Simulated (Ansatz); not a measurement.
# Ir: the cost of one run

Program: Ansatz 0.2.0. Level of theory: DFT PBE, scalar-relativistic. These are calculated values, not measurements.

## Step 1: The starting structure

The structure is cubic, space group Fm-3m (No. 225). The conventional cell has a = 3.839 Å, b = 3.839 Å, c = 3.839 Å, α = 90.00°, β = 90.00°, γ = 90.00°. Ir (site symmetry m-3m) is surrounded by 12 Ir at 2.71 Å.

Coordinates:

```cif
data_structure
_symmetry_space_group_name_H-M 'P 1'
_symmetry_Int_Tables_number 1
_cell_length_a 2.7149
_cell_length_b 2.7149
_cell_length_c 2.7149
_cell_angle_alpha 60.000
_cell_angle_beta 60.000
_cell_angle_gamma 60.000
_cell_volume 14.15
loop_
_atom_site_label
_atom_site_type_symbol
_atom_site_fract_x
_atom_site_fract_y
_atom_site_fract_z
_atom_site_occupancy
Ir1 Ir 0.00000 0.00000 0.00000 1
```

## Step 2: After the deformation

Space group Fm-3m before, I4/mmm after.

## Step 3: LAPW, all electrons

input.yaml

```yaml
crystal:
  lattice:
    - [0.0, 1.9197, 1.900503]
    - [1.9197, 0.0, 1.900503]
    - [1.9197, 1.9197, 0.0]
  atoms:
    - { symbol: Ir, position: [0.0, 0.0, 0.0] }
kpoints:
  mp_grid: { grid: [15, 15, 15] }
  band_path:
    path:
      - [0.0, 0.0, 0.0]
      - [0.0, 0.5, 0.5]
      - [0.25, 0.75, 0.5]
      - [0.0, 0.5, 0.0]
      - [0.0, 0.0, 0.0]
      - [0.5, 0.5, 0.0]
      - [0.3775380063, 0.6224619937, 0.0]
      - [-0.3775380063, 0.3775380063, 0.0]
      - [0.0, 0.0, 0.0]
    npoints: 5
scf:
  occupations: { method: fermi_dirac, width: 0.05 }
hamiltonian:
  xc: pbe
  pseudopotentials: { kind: all_electron, lapw: { basis_error: 0.0005 } }
output:
  forces: true
  stress: true
  eigenvalues: true
```

Started as:

```
ansatz run input.yaml --threads 1 --pin off --max-ram 3072MiB --backend cpu --events-out ev --progress --plain --runs-dir out
```

Q: Estimate wall time and peak memory on 1 thread of Arm Neoverse V1, shared host.

About 34 s, with a peak of 0.56 GiB.
